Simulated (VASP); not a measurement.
Input of a VASP 6.6.1 run:

Contents of INCAR:

```
SYSTEM = Ag2O3
PREC = Accurate ; ENCUT = 520
EDIFF = 1E-7 ; ISMEAR = 1
SIGMA = 0.1 ; LREAL = .FALSE.
LASPH = .TRUE. ; NELM = 100
ALGO = Normal ; ISIF = 2
LWAVE = .FALSE. ; LCHARG = .FALSE.
GGA = PS ; NBANDS = 51
```

The input KPOINTS:

```
regular mesh
0
G
  5 5 5
  0 0 0
```

The input POSCAR:

```
Ag2O3
1.0
    4.9040000000      0.0000000000      0.0000000000
    0.0000000000      4.9040000000      0.0000000000
    0.0000000000      0.0000000000      4.9040000000
Ag O
4 6
Direct
    0.2500000000      0.2500000000      0.2500000000
    0.2500000000      0.7500000000      0.7500000000
    0.7500000000      0.7500000000      0.2500000000
    0.7500000000      0.2500000000      0.7500000000
    0.5000000000      0.0000000000      0.0000000000
    0.5000000000      0.0000000000      0.5000000000
    0.0000000000      0.5000000000      0.0000000000
    0.5000000000      0.5000000000      0.0000000000
    0.0000000000      0.5000000000      0.5000000000
    0.0000000000      0.0000000000      0.5000000000
```

Potentials or basis: VASP PAW PBE potentials, release 64 (Ag, O).

Command:

```bash
$ cat potpaw_PBE.64/Ag/POTCAR potpaw_PBE.64/O/POTCAR > POTCAR
$ mpirun -np 1 vasp_std > vasp.out
```

(1) Predict the pressure.

(2) Predict the band gap on the k mesh.

Answers

(1) 9.3 GPa.

(2) none (metal or under the smearing width).

Caveat: the PAW data sets were made with another functional, which shifts forces and pressure a little.
